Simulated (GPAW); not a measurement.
# Quasiparticle gap of LiH (Fm-3m) in GPAW, part 2 of 2

Aim: the G0W0 gap of LiH (Fm-3m) on PBE, step by step.

GPAW 26.7.0; PBE and many-body steps on it, plane waves. Known limits of the many-body steps: not at the basis limit.

So far. Step 3 (Bands along the symmetry lines): The gap is 2.999 eV, as in the run before at this level. Step 4 (Empty states on the mesh, 8×8×8 mesh, 261 bands): On this mesh the gap is 2.999 eV.

The database entry behind the starting cell differs from later determinations by our own check (the deuteride, about 0.2 % short), so it need not match the best structure at ambient conditions.

## (5) Screening and self-energy, 8×8×8 mesh, 116 bands, screening to 210 eV

Now the one-shot GW correction: screening in the RPA, then the self-energy of the levels asked for.

This step: G0W0 on PBE, plane waves, PAW.

The input, run.py:

```python
import json
import numpy as np
from gpaw.mpi import world
from gpaw.response.g0w0 import G0W0

gw = G0W0('full.gpw',
    filename='gw',
    kpts=[0, 24],
    bands=(0, 3),
    ecut=210,
    nbands=116,
    integrate_gamma='WS',
    ppa=True)
gw.calculate()
res = {mode: {k: v for k, v in r.items() if k != 'sigma_eskwn'}
       for mode, r in gw.all_results.items()}

if world.rank == 0:
    with open('result.json', 'w') as f:
        json.dump(res, f, default=lambda x: x.tolist())
```

Started as:

```console
> mpirun -n 4 gpaw python run.py
```

Numbers of over 12 decimals in the logs are rounded to 6 here.

Output:

```text
Using integrator: PointIntegrator
FrequencyGridDescriptor(from 0.000+0.000j to 0.000+27.211j eV, 2 points)
Nonperiodic BCs:  [False False False]
Using integrator: PointIntegrator
FrequencyGridDescriptor(from 0.000+0.000j to 0.000+27.211j eV, 2 points)
Nonperiodic BCs:  [False False False]
  ___  _ _ _
 |   || | | |
 | | || | | |
 |__ ||_____|
 |___|

BZ k-points: Symmetries present (total): 48

  [... matrices ...]
512 k-points: 8 x 8 x 8 Monkhorst-Pack grid + [1/16,1/16,1/16]
29 k-points in the irreducible part of the Brillouin zone
       k-points in crystal coordinates                weights
   0:     0.00000000    0.00000000    0.00000000          1/512
   1:     0.12500000    0.12500000    0.00000000          6/512
   2:     0.12500000    0.12500000    0.12500000          8/512
   3:     0.25000000    0.12500000    0.12500000         12/512
   4:     0.25000000    0.25000000    0.00000000          6/512
   5:     0.25000000    0.25000000    0.12500000         24/512
   6:     0.25000000    0.25000000    0.25000000          8/512
   7:     0.37500000    0.25000000   -0.37500000         24/512
   8:     0.37500000    0.25000000    0.12500000         24/512
   9:     0.37500000    0.25000000    0.25000000         24/512
          ...
  28:     0.50000000    0.50000000    0.50000000          4/512

Distributing spins, k-points and bands (1 x 2 x 3) over 4 processes
Number of blocks: 1

Quasi particle states:
k-points (IBZ indices): [0, 24]
Band range: (0, 3)
  [... matrices ...]
Computational parameters:
Plane wave cut-off: 210 eV
Number of bands: 116
Coulomb cutoff: None
Broadening: 0.1 eV

fxc modes: GW
Kernel: RPA
Using Godby-Needs plasmon-pole approximation:
  Fitting energy: i*E0, E0 = 1.000 Hartree
Summing all q:

Calculating screened Coulomb potential
No Coulomb truncation
FrequencyGridDescriptor(from 0.000+0.000j to 0.000+27.211j eV, 2 points)
Removing empty qpoint cache files...

Calculating chi0 body with:
    Ground state adapter containing:
    Number of spins: 1
    Number of kpoints: 512
    Number of irreducible kpoints: 29
    Number of completely occupied states: 1
    Number of partially occupied states: 1
    Occupied states memory: 0.088989 M / cpu

    Linear response parametrization:
    q_c: [0.0, 0.0, 0.0]
    Number of frequency points: 2
    Planewave cutoff: 210.0
    Number of bands: 116
    Number of planewaves: 113
    Broadening (eta): 1e-06
    comm.size: 4
    kncomm.size: 4
    blockcomm.size: 1

    Memory estimate of potentially large arrays:
        chi0_wGG: 0.389679 M / cpu
Integrating chi0 body.

Symmetries of q_c:
    Direct symmetries (Uq -> q): 48
    Indirect symmetries (TUq -> q): 0
In total 48 allowed symmetries.

  [... matrices ...]
29 groups of equivalent kpoints. 94.3359375% reduction.

Integral kind: response function
Integrating chi0 head and wings.

Symmetries of q_c:
    Direct symmetries (Uq -> q): 48
    Indirect symmetries (TUq -> q): 0
In total 48 allowed symmetries.

  [... matrices ...]
29 groups of equivalent kpoints. 94.3359375% reduction.

Integral kind: response function wings

Calculating chi0 body with:
    Ground state adapter containing:
    Number of spins: 1
    Number of kpoints: 512
    Number of irreducible kpoints: 29
    Number of completely occupied states: 1
    Number of partially occupied states: 1
    Occupied states memory: 0.088989 M / cpu

[... the further q-points ...]

Results:
f:      Occupation numbers
eps:     KS-eigenvalues [eV]
vxc:     KS vxc [eV]
exx:     Exact exchange [eV]
sigma:   Self-energies [eV]
dsigma:  Self-energy derivatives
Z:       Renormalization factors
qp:      QP-energies [eV]

k-point 0 (0): (0.000, 0.000, 0.000)                GW
band       f     eps     vxc     exx   sigma  dsigma       Z      qp
                                                                   GW
   0   1.000  -5.649  -9.929 -15.692   3.300  -0.405   0.712  -7.403
   1   0.000  15.084 -11.919  -4.899  -6.249  -0.454   0.688  15.614
   2   0.000  17.137  -8.503  -2.285  -5.231  -0.455   0.687  17.815

k-point 1 (24): (0.500, 0.500, 0.000)                GW
band       f     eps     vxc     exx   sigma  dsigma       Z      qp
                                                                   GW
   0   1.000  -0.369 -11.348 -14.549   1.331  -0.293   0.774  -1.816
   1   0.000   2.629  -7.632  -3.729  -3.200  -0.228   0.815   3.202
   2   0.000  10.217  -8.083  -2.612  -4.403  -0.281   0.780  11.051
```

The job ended after 2.1 min (4 MPI ranks of Arm Neoverse V2, shared host; peak memory 0.84 GiB; 8.4 min of CPU time).

This step gave:

```yaml
g0w0_gap_on_the_points_computed: 5.017 eV
least_direct_g0w0_gap_on_the_computed_points: 5.017 eV
z_at_the_valence_top: 0.7736
z_at_the_conduction_bottom: 0.8146
starting_gap_on_the_mesh: 2.999 eV
k_of_the_valence_top: 0.5, 0.5, 0
k_of_the_conduction_bottom: 0.5, 0.5, 0
```

The gap on the mesh goes from 3.00 eV to 5.02 eV, a correction of +2.02 eV.

Limits: finite bands, cutoff and mesh. v1 is the top filled band, c1 the lowest empty one. The levels before and after the correction (eV, zero at the valence-band top of each column):

|  | conduction bottom | valence top |
| --- | --- | --- |
| Kohn-Sham | 3.00 | 0.00 |
| G0W0 | 5.02 | 0.00 |

|  | level | energy (eV) |
| --- | --- | --- |
| Kohn-Sham | (0.5 0.5 0) v1 | 0.000 |
| Kohn-Sham | (0.5 0.5 0) c1 | 2.999 |
| Kohn-Sham | (0.5 0.5 0) c2 | 10.586 |
| G0W0 | (0.5 0.5 0) v1 | 0.000 |
| G0W0 | (0.5 0.5 0) c1 | 5.017 |
| G0W0 | (0.5 0.5 0) c2 | 12.867 |

## (6) Where the time went

Times are wall times on 4 MPI ranks of Arm Neoverse V2, shared host, good to a factor of about two.

| step | time | share | memory (GiB) |
| --- | --- | --- | --- |
| ground state | 3.5 s | 3 % | 0.55 |
| bands along the symmetry lines | 3.3 s | 2 % | 0.55 |
| empty states on the mesh | 5.3 s | 4 % | 0.75 |
| screening and self-energy | 2.1 min | 91 % | 0.84 |

## (7) Summary of results

```
PBE gap              : 3.00 eV, direct
G0W0 gap on the mesh : 5.02 eV
GW settings          : 8×8×8 mesh, 116 bands, screening to 210 eV, Godby-Needs plasmon pole
known limits         : not at the basis limit
```

G0W0 moves the gap on the mesh from 3.00 eV to 5.02 eV (+2.02 eV), with Z of 0.77 and 0.81 at the edges. Only 2 of the mesh's irreducible points were corrected, so a valley elsewhere could overtake. The dearest step here is «screening and self-energy». Bands and cutoff are finite, so the gap is not at the basis limit. The miss can reach some tenths of an eV and take either sign; the mesh is an error of its own. These stock PAW sets were not made for GW. In the G0W0 run levels were corrected at 2 k points alone, so a gap called «on the mesh» is the least over those, and an edge elsewhere would be missed.

[Paths, hosts, dates, memory and timing lines, banners, echoed tables and standing remarks are left out of the program output.]

[Logs are printed without paths, hosts, clocks, repeated set-up lines and the standing remarks that a program may print on its own settings, such as how far it seeks lower states.]

[Runs of the session that timed out or met a known fault of the program may be left out.]

[Hosts, paths, dates, database ids (printed as entryN), source tags and the programs' standing remarks are cut or masked in the printed files.]
